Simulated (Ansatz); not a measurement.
## Worked example: vertical energy of the triplet above the singlet of C3H6O (acetone)

C3H6O: 10 atoms, total charge 0, spin state singlet. SMILES: `CC(C)=O`. Geometry: relaxed at PBE0-D4/def2-TZVP.

Both states at this one shape; open shells run unrestricted unless said. 1 Eh = 27.2114 eV.

```
                              level  program  singlet C3H6O (Eh)  triplet C3H6O (Eh)
MP2/pcseg-0, 4 core orbitals frozen   Ansatz         -191.785348         -191.623934
MP2/pcseg-1, 4 core orbitals frozen   Ansatz         -192.511665         -192.340518
MP2/pcseg-2, 4 core orbitals frozen   Ansatz         -192.760401         -192.590131
```

Q: Work out the vertical gap, second state less first, at each level.

A: 
1. MP2/pcseg-0: -191.623934 − (-191.785348) = 0.161414 Eh = 4.39 eV.
2. MP2/pcseg-1: -192.340518 − (-192.511665) = 0.171147 Eh = 4.66 eV.
3. MP2/pcseg-2: -192.590131 − (-192.760401) = 0.170270 Eh = 4.63 eV.

No measured value is set beside it here; the levels span 4.39 to 4.66 eV.
